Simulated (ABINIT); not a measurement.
# Completion of the band sum in GW: NaF (Villiaumite), part 2 of 2

Can a closure trick stand in for empty bands in GW on NaF (Villiaumite)?

ABINIT 10.8.3; PBE and many-body steps on it, plane waves. Known limits of the many-body steps: not at the basis limit.

So far. Step 4 (216 bands): The gap on the mesh goes from 6.39 eV to 10.66 eV, a correction of +4.27 eV. Step 6 (26 bands): Against G0W0 in ABINIT (6×6×6 mesh, 216 bands, screening to 304.8 eV, Godby-Needs plasmon pole), the gap moves by −0.186 eV.

The database entry behind the starting cell differs from later determinations by our own check (0.1 to 0.3 % short, probably kX units), so it need not match the best structure at ambient conditions.

## 7. Screening, 6×6×6 mesh, 26 bands, screening to 304.8 eV

This step: RPA screening on PBE, plane waves, norm-conserving pseudopotentials.

The input, run.abi:

```
acell 3*1.0 Angstrom
rprim 
  0.000000000000 2.310000000000 2.310000000000
  2.310000000000 0.000000000000 2.310000000000
  2.310000000000 2.310000000000 0.000000000000
ntypat 2
znucl 11 9
natom 2
typat 1 2
xred 
  0.000000000000 0.000000000000 0.000000000000
  0.500000000000 0.500000000000 0.500000000000
pp_dirpath "pseudos"
pseudos "Na.upf, F.upf"
ecut 38
ngkpt 6 6 6
nshiftk 1
shiftk 0 0 0
kptopt 1
chksymbreak 0
istwfk *1
occopt 1
irdwfk 1
optdriver 3
nband 26
ecuteps 11.2
inclvkb 2
awtr 1
symchi 1
gwcomp 1
gwencomp 1.5
indata_prefix "in"
outdata_prefix "out"
tmpdata_prefix "tmp"
```

Command:

```
$ OMP_NUM_THREADS=1 mpirun -n 4 abinit run.abi > log
```

Output:

```text
.Version 10.8.3 of ABINIT. v10.8.2 released Aug 2026.

 Symmetries : space group Fm -3 m (#225); Bravais cF (face-center cubic)
[... echo of the input left out ...]
== DATASET  1 ==================================================================
-   mpi_nproc: 4, omp_nthreads: 1 (-1 if OMP is not activated)

--- !DatasetInfo
iteration_state: {dtset: 1, }
dimensions: {natom: 2, nkpt: 16, mband: 26, nsppol: 1, nspinor: 1, nspden: 1, mpw: 1874, }
cutoff_energies: {ecut:  38.0, pawecutdg:  -1.0, }
[...]
--------------------------------------------------------------------------------
[... chi0 elements left out ...]
 For q-point:  0.000010 0.000020 0.000030
  dielectric constant =   1.7694
  dielectric constant without local fields =   1.8448

  Average fulfillment of the sum rule on Im[epsilon] for q-point    1 :     84.84  [%]
[... wings left out ...]
  q-point number  2        q = ( 0.166667, 0.000000, 0.000000) [r.l.u.]
--------------------------------------------------------------------------------
[... chi0 elements left out ...]
  Average fulfillment of the sum rule on Im[epsilon] for q-point    2 :    100.95  [%]

 [... 14 further q-points ...]
```

Run time: 2.7 min. Hardware: 4 MPI ranks of AMD EPYC 7R43, shared host; peak memory 0.77 GiB; 11 min of CPU time.

Numbers from this step:

```yaml
eps_infinity_with_local_fields_on_this_mesh_along_the_program_s_q_direction: 1.769
the_same_without_local_fields: 1.845
plasma_frequency: 29.91 eV
plane_waves_in_the_screening_matrix: 307
```

## 8. 26 bands, completed

This step: G0W0 on PBE, plane waves, norm-conserving pseudopotentials.

Edit run.abi of step 7 so:

```diff
@@ -23,8 +23,15 @@
 irdwfk 1
-optdriver 3
+optdriver 4
 nband 26
+gwcalctyp 0
+ecutsigx 38
+symsigma 1
+nkptgw 1
+kptgw 
+  0.0000000000 0.0000000000 0.0000000000
+bdgw 
+  6 12
 ecuteps 11.2
-inclvkb 2
-awtr 1
-symchi 1
+irdscr 1
+ppmodel 1
 gwcomp 1
```

Output:

```text
.Version 10.8.3 of ABINIT. v10.8.2 released Aug 2026.

 Symmetries : space group Fm -3 m (#225); Bravais cF (face-center cubic)
[... echo of the input left out ...]
== DATASET  1 ==================================================================
-   mpi_nproc: 4, omp_nthreads: 1 (-1 if OMP is not activated)

--- !DatasetInfo
iteration_state: {dtset: 1, }
dimensions: {natom: 2, nkpt: 16, mband: 26, nsppol: 1, nspinor: 1, nspden: 1, mpw: 1874, }
cutoff_energies: {ecut:  38.0, pawecutdg:  -1.0, }
[...]
10  17.827  -7.169  -2.170  -3.257   0.904  -0.106  -5.594   1.575  19.402
       11  17.827  -7.169  -2.170  -3.257   0.904  -0.106  -5.594   1.575  19.402
       12  17.827  -7.169  -2.170  -3.257   0.904  -0.106  -5.594   1.575  19.402

== END DATASET(S) ==============================================================
================================================================================

 -outvars: echo values of variables after computation  --------
           etotal      0.0000000000E+00
            nband          26
             nkpt          16
          spgroup         225
 [... the other variables as echoed above ...]

 Calculation completed.
```

Run time: 9.4 s. Hardware: 4 MPI ranks; peak memory 0.9 GiB.

Numbers from this step:

| Quantity | Value |
| --- | --- |
| G0W0 gap on the points computed | 11.20 eV |
| starting gap on the mesh | 6.390 eV |
| k of the valence top | 0, 0, 0 |
| k of the conduction bottom | 0, 0, 0 |
| least direct G0W0 gap on the computed points | 11.20 eV |

Against G0W0 in ABINIT (6×6×6 mesh, 216 bands, screening to 304.8 eV, Godby-Needs plasmon pole), the gap moves by +0.536 eV.

## 9. Screening, 6×6×6 mesh, 81 bands, screening to 304.8 eV

This step: RPA screening on PBE, plane waves, norm-conserving pseudopotentials.

Edit run.abi of step 8 so:

```diff
@@ -23,17 +23,8 @@
 irdwfk 1
-optdriver 4
-nband 26
-gwcalctyp 0
-ecutsigx 38
-symsigma 1
-nkptgw 1
-kptgw 
-  0.0000000000 0.0000000000 0.0000000000
-bdgw 
-  6 12
+optdriver 3
+nband 81
 ecuteps 11.2
-irdscr 1
-ppmodel 1
-gwcomp 1
-gwencomp 1.5
+inclvkb 2
+awtr 1
+symchi 1
 indata_prefix "in"
```

Output:

```text
.Version 10.8.3 of ABINIT. v10.8.2 released Aug 2026.

 Symmetries : space group Fm -3 m (#225); Bravais cF (face-center cubic)
[... echo of the input left out ...]
== DATASET  1 ==================================================================
-   mpi_nproc: 4, omp_nthreads: 1 (-1 if OMP is not activated)

--- !DatasetInfo
iteration_state: {dtset: 1, }
dimensions: {natom: 2, nkpt: 16, mband: 81, nsppol: 1, nspinor: 1, nspden: 1, mpw: 1874, }
cutoff_energies: {ecut:  38.0, pawecutdg:  -1.0, }
[...]
--------------------------------------------------------------------------------
[... chi0 elements left out ...]
 For q-point:  0.000010 0.000020 0.000030
  dielectric constant =   1.7951
  dielectric constant without local fields =   1.8956

  Average fulfillment of the sum rule on Im[epsilon] for q-point    1 :     58.56  [%]
[... wings left out ...]
  q-point number  2        q = ( 0.166667, 0.000000, 0.000000) [r.l.u.]
--------------------------------------------------------------------------------
[... chi0 elements left out ...]
  Average fulfillment of the sum rule on Im[epsilon] for q-point    2 :     76.00  [%]

 [... 14 further q-points ...]
```

Run time: 1.9 min. Hardware: 4 MPI ranks; peak memory 0.97 GiB.

Numbers from this step:

```
ε∞ with local fields, on this mesh, along the program's q direction : 1.795
the same without local fields                                       : 1.896
plasma frequency                                                    : 29.91 eV
plane waves in the screening matrix                                 : 307
```

## 10. 81 bands

This step: G0W0 on PBE, plane waves, norm-conserving pseudopotentials.

Edit run.abi of step 9 so:

```diff
@@ -23,8 +23,15 @@
 irdwfk 1
-optdriver 3
+optdriver 4
 nband 81
+gwcalctyp 0
+ecutsigx 38
+symsigma 1
+nkptgw 1
+kptgw 
+  0.0000000000 0.0000000000 0.0000000000
+bdgw 
+  6 12
 ecuteps 11.2
-inclvkb 2
-awtr 1
-symchi 1
+irdscr 1
+ppmodel 1
 indata_prefix "in"
```

Output:

```text
.Version 10.8.3 of ABINIT. v10.8.2 released Aug 2026.

 Symmetries : space group Fm -3 m (#225); Bravais cF (face-center cubic)
[... echo of the input left out ...]
== DATASET  1 ==================================================================
-   mpi_nproc: 4, omp_nthreads: 1 (-1 if OMP is not activated)

--- !DatasetInfo
iteration_state: {dtset: 1, }
dimensions: {natom: 2, nkpt: 16, mband: 81, nsppol: 1, nspinor: 1, nspden: 1, mpw: 1874, }
cutoff_energies: {ecut:  38.0, pawecutdg:  -1.0, }
[...]
10  17.827  -7.169  -2.170  -3.127   0.906  -0.104  -5.474   1.695  19.522
       11  17.827  -7.169  -2.170  -3.127   0.906  -0.104  -5.474   1.695  19.522
       12  17.827  -7.169  -2.170  -3.127   0.906  -0.104  -5.474   1.695  19.522

== END DATASET(S) ==============================================================
================================================================================

 -outvars: echo values of variables after computation  --------
           etotal      0.0000000000E+00
            nband          81
             nkpt          16
          spgroup         225
 [... the other variables as echoed above ...]

 Calculation completed.
```

The job ended after 19 s (4 MPI ranks; peak memory 1.2 GiB).

Numbers from this step:

| Item | Value |
| --- | --- |
| G0W0 gap on the points computed | 10.48 eV |
| starting gap on the mesh | 6.390 eV |
| k of the valence top | 0, 0, 0 |
| k of the conduction bottom | 0, 0, 0 |
| least direct G0W0 gap on the computed points | 10.48 eV |

Against G0W0 in ABINIT (6×6×6 mesh, 216 bands, screening to 304.8 eV, Godby-Needs plasmon pole), the gap moves by −0.183 eV.

## 11. Screening, 6×6×6 mesh, 81 bands, screening to 304.8 eV

This step: RPA screening on PBE, plane waves, norm-conserving pseudopotentials.

Edit run.abi of step 10 so:

```diff
@@ -23,15 +23,10 @@
 irdwfk 1
-optdriver 4
+optdriver 3
 nband 81
-gwcalctyp 0
-ecutsigx 38
-symsigma 1
-nkptgw 1
-kptgw 
-  0.0000000000 0.0000000000 0.0000000000
-bdgw 
-  6 12
 ecuteps 11.2
-irdscr 1
-ppmodel 1
+inclvkb 2
+awtr 1
+symchi 1
+gwcomp 1
+gwencomp 1.5
 indata_prefix "in"
```

Output:

```text
.Version 10.8.3 of ABINIT. v10.8.2 released Aug 2026.

 Symmetries : space group Fm -3 m (#225); Bravais cF (face-center cubic)
[... echo of the input left out ...]
== DATASET  1 ==================================================================
-   mpi_nproc: 4, omp_nthreads: 1 (-1 if OMP is not activated)

--- !DatasetInfo
iteration_state: {dtset: 1, }
dimensions: {natom: 2, nkpt: 16, mband: 81, nsppol: 1, nspinor: 1, nspden: 1, mpw: 1874, }
cutoff_energies: {ecut:  38.0, pawecutdg:  -1.0, }
[...]
--------------------------------------------------------------------------------
[... chi0 elements left out ...]
 For q-point:  0.000010 0.000020 0.000030
  dielectric constant =   1.7957
  dielectric constant without local fields =   1.8956

  Average fulfillment of the sum rule on Im[epsilon] for q-point    1 :     98.36  [%]
[... wings left out ...]
  q-point number  2        q = ( 0.166667, 0.000000, 0.000000) [r.l.u.]
--------------------------------------------------------------------------------
[... chi0 elements left out ...]
  Average fulfillment of the sum rule on Im[epsilon] for q-point    2 :    105.47  [%]

 [... 14 further q-points ...]
```

Elapsed: 4.6 min, on 4 MPI ranks; peak memory 1.1 GiB.

This step gave:

- ε∞ with local fields, on this mesh, along the program's q direction: 1.796
- the same without local fields: 1.896
- plasma frequency: 29.91 eV
- plane waves in the screening matrix: 307

## 12. 81 bands, completed

This step: G0W0 on PBE, plane waves, norm-conserving pseudopotentials.

Edit run.abi of step 11 so:

```diff
@@ -23,8 +23,15 @@
 irdwfk 1
-optdriver 3
+optdriver 4
 nband 81
+gwcalctyp 0
+ecutsigx 38
+symsigma 1
+nkptgw 1
+kptgw 
+  0.0000000000 0.0000000000 0.0000000000
+bdgw 
+  6 12
 ecuteps 11.2
-inclvkb 2
-awtr 1
-symchi 1
+irdscr 1
+ppmodel 1
 gwcomp 1
```

Output:

```text
.Version 10.8.3 of ABINIT. v10.8.2 released Aug 2026.

 Symmetries : space group Fm -3 m (#225); Bravais cF (face-center cubic)
[... echo of the input left out ...]
== DATASET  1 ==================================================================
-   mpi_nproc: 4, omp_nthreads: 1 (-1 if OMP is not activated)

--- !DatasetInfo
iteration_state: {dtset: 1, }
dimensions: {natom: 2, nkpt: 16, mband: 81, nsppol: 1, nspinor: 1, nspden: 1, mpw: 1874, }
cutoff_energies: {ecut:  38.0, pawecutdg:  -1.0, }
[...]
10  17.827  -7.169  -2.170  -3.278   0.905  -0.105  -5.612   1.557  19.384
       11  17.827  -7.169  -2.170  -3.278   0.905  -0.105  -5.612   1.557  19.384
       12  17.827  -7.169  -2.170  -3.278   0.905  -0.105  -5.612   1.557  19.384

== END DATASET(S) ==============================================================
================================================================================

 -outvars: echo values of variables after computation  --------
           etotal      0.0000000000E+00
            nband          81
             nkpt          16
          spgroup         225
 [... the other variables as echoed above ...]

 Calculation completed.
```

Elapsed: 19 s, on 4 MPI ranks; peak memory 1.2 GiB; 76 s of CPU time.

Numbers from this step:

| Quantity | Value |
| --- | --- |
| G0W0 gap on the points computed | 10.88 eV |
| starting gap on the mesh | 6.390 eV |
| k of the valence top | 0, 0, 0 |
| k of the conduction bottom | 0, 0, 0 |
| least direct G0W0 gap on the computed points | 10.88 eV |

Against G0W0 in ABINIT (6×6×6 mesh, 216 bands, screening to 304.8 eV, Godby-Needs plasmon pole), the gap moves by +0.217 eV.

## 13. The runs together

Times are wall times on 4 MPI ranks of AMD EPYC 7R43, shared host, good to a factor of about two. A run's time includes the screening step that it read.

| run | mesh | bands | screening cutoff (eV) | DFT gap (eV) | gap on the mesh (eV) | direct (eV) | ε∞ used | time |
| --- | --- | --- | --- | --- | --- | --- | --- | --- |
| 216 bands | 6×6×6 | 216 | 304.8 | 6.390 | 10.660 | 10.660 | 1.80 | 5.9 min |
| 26 bands | 6×6×6 | 26 | 304.8 | 6.390 | 10.474 | 10.474 | 1.77 | 45 s |
| 26 bands, completed | 6×6×6 | 26 | 304.8 | 6.390 | 11.196 | 11.196 | 1.77 | 2.9 min |
| 81 bands | 6×6×6 | 81 | 304.8 | 6.390 | 10.477 | 10.477 | 1.80 | 2.2 min |
| 81 bands, completed | 6×6×6 | 81 | 304.8 | 6.390 | 10.877 | 10.877 | 1.80 | 4.9 min |

## 14. Summary of results

| Quantity | Value |
| --- | --- |
| 216 bands | 10.660 eV |
| 26 bands | 10.474 eV |
| 26 bands, completed | 11.196 eV |
| 81 bands | 10.477 eV |
| 81 bands, completed | 10.877 eV |

26 bands: −0.186 eV against 216 bands. 26 bands, completed: +0.536 eV against 216 bands. 81 bands: −0.183 eV against 216 bands. 81 bands, completed: +0.217 eV against 216 bands. The row with most bands is itself short of the limit, so it is no exact reference, and agreement of a truncated run with it can be a cancellation between the edges. In the G0W0 runs levels were corrected at 1 k point alone, so a gap called «on the mesh» is the least over those, and an edge elsewhere would be missed.

[Paths, hosts, dates, memory and timing lines, banners, echoed tables and standing remarks are left out of the program output.]

[Logs are printed without paths, hosts, clocks, repeated set-up lines and the standing remarks that a program may print on its own settings, such as how far it seeks lower states.]

[Runs of the session that timed out or met a known fault of the program may be left out.]

[Hosts, paths, dates, database ids (printed as entryN), source tags and the programs' standing remarks are cut or masked in the printed files.]

[G0W0 gaps are taken among the corrected bands and points alone; a level outside them can change the order at an edge.]

[Where Ansatz stands beside ABINIT at settings called matched, ABINIT's density can come from a denser mesh and the files from another edition; pairs whose starting gaps differed by over 0.03 eV were left out, so agreement reads better than it is.]
